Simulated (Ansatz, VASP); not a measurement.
## Two plane-wave programs on C

POSCAR

```
C
1.0
   -1.1939981923      1.1939981923      1.1939981923
    1.1939981923     -1.1939981923      1.1939981923
    1.1939981923      1.1939981923     -1.1939981923
C
1
Direct
    0.0000000000      0.0000000000      0.0000000000
```

Contents of INCAR.step1:

```
SYSTEM = C
PREC = Accurate
ENCUT = 520
ISMEAR = -1
SIGMA = 0.1
LREAL = .False.
LASPH = .True.
NELM = 80
NBANDS = 8
GGA = PE
ALGO = Normal
EDIFF = 1E-4
LWAVE = .True.
LCHARG = .False.
```

Contents of INCAR.step2:

```
SYSTEM = C
PREC = Accurate
ENCUT = 520
EDIFF = 1E-6
ISMEAR = -1
SIGMA = 0.1
LREAL = .False.
LASPH = .True.
NELM = 80
ALGO = Normal
ISIF = 2
LWAVE = .False.
LCHARG = .True.
METAGGA = R2SCAN
LMIXTAU = .True.
LELF = .True.
LVHAR = .True.
NBANDS = 8
ISTART = 1
```

Contents of KPOINTS:

```
regular mesh
0
Gamma
  21 21 21
  0 0 0
```

Input for Ansatz:

```yaml
crystal:
  lattice:
    - [-1.1939981923, 1.1939981923, 1.1939981923]
    - [1.1939981923, -1.1939981923, 1.1939981923]
    - [1.1939981923, 1.1939981923, -1.1939981923]
  atoms:
    - { symbol: C, position: [0.0, 0.0, 0.0] }
hamiltonian:
  xc: r2scan
  pseudopotentials:
    kind: paw
    azcp:
      C: "pseudopotentials/C.paw.azcp"
basis:
  ecutwfc: 500
  fft_grid_basis: typed
kpoints:
  mp_grid: { grid: [21, 21, 21], shift: [0, 0, 0] }
magnetization:
  spin_polarized: false
scf:
  occupations: { method: fermi_dirac, width: 0.1 }
  lower_state_search: "off"
output:
  stress: true
```

Alike in both runs: task single point; functional r2SCAN; k mesh 21 × 21 × 21; occupations fermi-dirac, width 0.1 eV; no spin polarisation.

|  | VASP | Ansatz |
| --- | --- | --- |
| version | VASP 6.6.1 | Ansatz 0.2.0 |
| potentials or method | VASP PAW PBE potentials, release 64 (C) | plane waves (500 eV) with PAW, scalar-relativistic |
| plane-wave cutoff (eV) | 520 | 500 |
| valence electrons in the cell | 4 | 4 |

VASP gave:

| Quantity | Value |
| --- | --- |
| pressure (GPa) | -0.2 |

Which values does Ansatz return?

Pressure (GPa): -0.4.

Caveats: the PAW data sets were made with another functional, which shifts forces and pressure a little (VASP).
